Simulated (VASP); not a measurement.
Write the native input for VASP 6.6.1 that does the following.

- Task: single point
- Functional: PBE
- Potentials or basis: VASP PAW PBE potentials, release 64 (K_sv, F)
- Cutoff: 520 eV
- k mesh: 6 × 6 × 6
- Occupations: gaussian, width 0.05 eV
- Spin: no spin polarisation
- Dipole correction: no
- Further INCAR settings: ALGO = Normal; EDIFF = 1e-06; NBANDS = 15

The structure of KF lies in POSCAR:

```
KF
1.0
    0.0000000000      2.9229060154      2.9229060154
    2.9229060154      0.0000000000      2.9229060154
    2.9229060154      2.9229060154      0.0000000000
K F
1 1
Direct
    0.0000000000      0.0000000000      0.0000000000
    0.2500000000      0.2500000000      0.2500000000
```

The cell comes from a database or a generator and needn't be the stable form of this composition.

These files were run (other wordings do the same):

INCAR

```
PREC = Accurate
ENCUT = 520
EDIFF = 1E-6
ISMEAR = 0
SIGMA = 0.05
LREAL = F
LASPH = T
NELM = 100
ALGO = Normal
ISIF = 2
LWAVE = F
LCHARG = T
GGA = PE
LELF = T
LVHAR = T
NBANDS = 15
```

KPOINTS

```
Automatic mesh
0
Gamma
  6 6 6
```

Potentials or basis: VASP PAW PBE potentials, release 64 (K_sv, F).

Run with:

```sh
$ cat potpaw_PBE.64/K_sv/POTCAR potpaw_PBE.64/F/POTCAR > POTCAR
$ mpirun -np 1 vasp_std > vasp.out
```

It gave:

* Pressure: 1.3 GPa
* Band gap on the k mesh: 5.19 eV, indirect (least direct gap 5.41 eV)

It took 8 s on 1 thread of Intel(R) Xeon(R) 6975P-C (Granite Rapids), with other jobs on the host, peak memory 0.17 GiB.
